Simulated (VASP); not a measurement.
Crystal: HgTe (Coloradoite).

```
CELL_PARAMETERS angstrom
0.00000 3.21450 3.21450
3.21450 0.00000 3.21450
3.21450 3.21450 0.00000
ATOMIC_POSITIONS crystal
Hg 0.00000 0.00000 0.00000
Te 0.75000 0.75000 0.75000
```

* Program: VASP 6.6.1
* Task: relaxation of cell and atoms
* Functional: PBEsol
* Potentials or basis: VASP PAW PBE potentials, release 64 (Hg, Te)
* Cutoff: 600 eV
* k mesh: 6 × 6 × 6
* Occupations: fermi-dirac, width 0.05 eV
* Spin: no spin polarisation

At the start: pressure 2.0 GPa; volume 33.22 Å³/atom.

**Question.** Where does the relaxation end?

**Answer.** Over 3 steps the energy falls by 8.4 meV/atom and the volume is 34.64 Å³/atom (+4.3 %); space group F-43m (No. 216, to 0.05 Å).

The path:
| step | energy change (eV) | largest force (eV/Å) | pressure (GPa) | volume (Å³) |
| --- | --- | --- | --- | --- |
| 1 | 0.0000 | 0.0000 | 1.96 | 66.43 |
| 2 | -0.0143 | 0.0000 | -0.65 | 70.41 |
| 3 | -0.0167 | 0.0000 | 0.00 | 69.28 |

Final structure:
```
CELL_PARAMETERS angstrom
0.00000 3.25974 3.25974
3.25974 0.00000 3.25974
3.25974 3.25974 0.00000
ATOMIC_POSITIONS crystal
Hg 0.00000 0.00000 0.00000
Te 0.75000 0.75000 0.75000
```

Caveat: the PAW data sets were made with another functional, which shifts forces and pressure a little.
